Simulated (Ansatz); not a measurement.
LiF (rocksalt), relaxed with r2SCAN in the PAW code Ansatz: it is cubic, Fm-3m (No. 225); conventional cell a = 3.990 Å, 7.94 Å³ an atom. Around Li lie 6 F at 1.99 Å; around F lie 6 Li at 1.99 Å. The primitive cell holds 2 atoms in 15.88 Å³. Calculated for a static, non-magnetic cell.

Computed values: HSE06 (8×8×8) gives a least gap of 11.67 eV, with the direct gap within 0.05 eV of it. r2SCAN's ε∞ is 1.99.

**What is the density?** The cell holds 1 Li, 1 F: M = 1×6.940 + 1×18.998 = 25.94 u in V = 15.88 Å³. ρ = 1.66054 × M/V = 1.66054 × 25.94/15.88 = 2.712 g/cm³, for the static r2SCAN lattice.

**At what wavelength does absorption set in by HSE06, excitons left aside?** λ = 1239.84 eV nm/E: 106 nm for the least gap. That lies in the ultraviolet, so by this gap the crystal is transparent to visible light.

**What refractive index and reflectivity at normal incidence follow, below the gap and above the phonons?** n = √1.99 = 1.411; R = ((n − 1)/(n + 1))² = (0.411/2.411)² = 2.9 % a face.

The meshes of the hybrids are coarse, so their gaps aren't converged to the digits shown.
